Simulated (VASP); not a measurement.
# HC60N3 (a cell with a defect): single point with PBE

The system is HC60N3 (a cell with a defect).

```xyz
64
Lattice="7.1400 0.0000 0.0000 0.0000 7.1400 0.0000 0.0000 0.0000 7.1400" Properties=species:S:1:pos:R:3 pbc="T T T"
H     3.6968    3.9089    3.8029
C     4.5119    4.5119    4.5119
C     3.5806    5.3600    5.3600
C     5.3600    3.5806    5.3600
C     5.3600    5.3600    3.5806
C     3.5349    1.7886    5.3511
C     3.5349    5.3511    1.7886
C     1.7886    3.5349    5.3511
C     5.3511    3.5349    1.7886
C     1.7886    5.3511    3.5349
C     5.3511    1.7886    3.5349
C     4.4523    2.6844    6.2362
C     4.4523    6.2362    2.6844
C     2.6844    4.4523    6.2362
C     6.2362    4.4523    2.6844
C     2.6844    6.2362    4.4523
C     6.2362    2.6844    4.4523
C     3.6063    1.7924    1.7924
C     1.7924    3.6063    1.7924
C     1.7924    1.7924    3.6063
C     0.9096    4.4463    4.4463
C     4.4463    0.9096    4.4463
C     4.4463    4.4463    0.9096
C     7.1397    3.5697    3.5697
C     3.5697    7.1397    3.5697
C     3.5697    3.5697    7.1397
C     0.9126    2.6940    2.6940
C     2.6940    0.9126    2.6940
C     2.6940    2.6940    0.9126
C     4.4549    6.2537    6.2537
C     6.2537    4.4549    6.2537
C     6.2537    6.2537    4.4549
C     0.0080    5.3509    5.3509
C     5.3509    0.0080    5.3509
C     5.3509    5.3509    0.0080
C     0.8835    2.6778    6.2556
C     0.8835    6.2556    2.6778
C     2.6778    0.8835    6.2556
C     6.2556    0.8835    2.6778
C     2.6778    6.2556    0.8835
C     6.2556    2.6778    0.8835
C     7.1311    1.7816    5.3503
C     7.1311    5.3503    1.7816
C     1.7816    7.1311    5.3503
C     5.3503    7.1311    1.7816
C     1.7816    5.3503    7.1311
C     5.3503    1.7816    7.1311
C     0.8838    0.8838    4.4603
C     0.8838    4.4603    0.8838
C     4.4603    0.8838    0.8838
C     0.0124    1.7876    1.7876
C     1.7876    0.0124    1.7876
C     1.7876    1.7876    0.0124
C     0.8921    6.2432    6.2432
C     6.2432    0.8921    6.2432
C     6.2432    6.2432    0.8921
C     7.1398    7.1398    3.5693
C     7.1398    3.5693    7.1398
C     3.5693    7.1398    7.1398
C     0.8954    0.8954    0.8954
C     7.1385    7.1385    7.1385
N     4.5350    2.6047    2.6047
N     2.6047    4.5350    2.6047
N     2.6047    2.6047    4.5350
```

The cell was built by a generator and needn't be a form met in nature.

| Quantity | Value |
| --- | --- |
| Program | VASP 6.6.1 |
| Task | single point |
| Functional | PBE |
| Potentials or basis | VASP PAW PBE potentials, release 64 (H, C, N) |
| Cutoff | 520 eV |
| k mesh | 2 × 2 × 2 |
| Occupations | gaussian, width 0.03 eV |
| Spin | no spin polarisation |

* Pressure: 0.6 GPa
* Largest force: 3.353 eV/Å
* Band gap on the k mesh: 3.68 eV, indirect (least direct gap 3.74 eV)

Forces on the atoms (eV/Å):
```
H    2.574  1.167  1.804
C   -2.093 -1.050 -1.571
C    0.214  0.068  0.076
C   -0.312 -0.097 -0.304
C   -0.132 -0.131  0.056
C    0.063  0.014 -0.004
C    0.100  0.068 -0.063
C   -0.036  0.018  0.054
C   -0.007  0.003  0.028
C   -0.103  0.108  0.069
C   -0.029  0.045  0.021
C    0.018 -0.001  0.004
C    0.014  0.000  0.026
C    0.022  0.010 -0.001
C    0.000  0.015 -0.003
C    0.037  0.002  0.012
C    0.006 -0.015  0.019
C    0.039 -0.023 -0.017
C   -0.079 -0.066 -0.083
C   -0.042 -0.052  0.000
C   -0.005 -0.018 -0.008
C    0.003  0.001 -0.004
C    0.001 -0.016 -0.001
C   -0.020  0.001 -0.001
C   -0.001 -0.004  0.000
C   -0.002  0.001 -0.014
C   -0.002  0.004  0.013
C    0.005  0.002 -0.002
C    0.014 -0.003  0.000
C   -0.058  0.054  0.060
C   -0.003  0.033 -0.009
C    0.029  0.018 -0.012
C   -0.002  0.014  0.001
C   -0.006 -0.010  0.004
C   -0.008  0.015 -0.007
C    0.002 -0.007 -0.010
C    0.010 -0.016 -0.019
C   -0.010  0.003 -0.008
C   -0.003 -0.002 -0.001
C   -0.023 -0.017  0.012
C   -0.006 -0.001 -0.002
C    0.002 -0.001 -0.011
C   -0.005 -0.009  0.001
C   -0.009 -0.005 -0.011
C   -0.013  0.001 -0.011
C   -0.003 -0.009 -0.008
C   -0.012 -0.006  0.004
C    0.004  0.006  0.003
C    0.011  0.026  0.012
C   -0.013  0.004  0.003
C    0.001 -0.003 -0.009
C   -0.005  0.006  0.000
C   -0.010  0.001  0.003
C    0.003  0.000  0.003
C   -0.002  0.003 -0.004
C    0.002 -0.003  0.003
C    0.017  0.004  0.023
C    0.008 -0.010  0.003
C    0.053  0.014  0.022
C   -0.005 -0.006 -0.005
C   -0.004  0.002 -0.001
N   -0.025 -0.025 -0.036
N   -0.082 -0.077 -0.050
N   -0.082 -0.047 -0.048
```

Stress tensor (GPa, compression positive):
```
 0.20 -1.09 -1.42
-1.09  0.99 -0.80
-1.42 -0.80  0.61
```

Levels at points of the mesh, in eV from the valence-band top:
| k point | band 124 | band 125 | band 126 | band 127 | band 128 | band 129 | band 130 | band 131 | band 132 | band 133 |
| --- | --- | --- | --- | --- | --- | --- | --- | --- | --- | --- |
| (0.00, 0.00, 0.00) | -1.49 | -1.36 | -0.07 | -0.04 | 0.00 | 3.74 | 3.92 | 3.93 | 4.14 | 4.14 |
| (0.50, 0.00, 0.00) | -2.17 | -1.76 | -0.82 | -0.69 | -0.49 | 3.69 | 3.82 | 4.68 | 5.07 | 5.72 |
| (0.00, 0.50, 0.00) | -2.17 | -1.74 | -0.90 | -0.59 | -0.48 | 3.68 | 3.82 | 4.68 | 5.04 | 5.71 |
| (0.00, 0.00, 0.50) | -2.17 | -1.76 | -0.86 | -0.65 | -0.47 | 3.69 | 3.82 | 4.68 | 5.06 | 5.72 |
| (0.50, 0.50, 0.00) | -1.28 | -1.19 | -1.14 | -0.37 | -0.23 | 5.02 | 5.06 | 5.27 | 5.50 | 5.60 |
| (0.00, 0.50, 0.50) | -1.28 | -1.19 | -1.09 | -0.40 | -0.24 | 5.02 | 5.07 | 5.27 | 5.51 | 5.60 |
| (0.50, 0.00, 0.50) | -1.28 | -1.20 | -1.18 | -0.31 | -0.25 | 5.03 | 5.04 | 5.28 | 5.48 | 5.60 |
| (0.50, 0.50, 0.50) | -2.02 | -2.02 | -0.56 | -0.44 | -0.33 | 4.92 | 4.94 | 5.12 | 5.46 | 5.53 |

Run time: 24 min on 1 thread of AMD EPYC 7R43 64-Core Processor (Zen 3), on a shared host, peak memory 0.56 GiB.

Caveat: the k mesh is coarse (spacing up to 0.44 Å⁻¹), so the values aren't converged. Expect the measured gap to be larger: semilocal functionals such as PBE lack the derivative discontinuity.
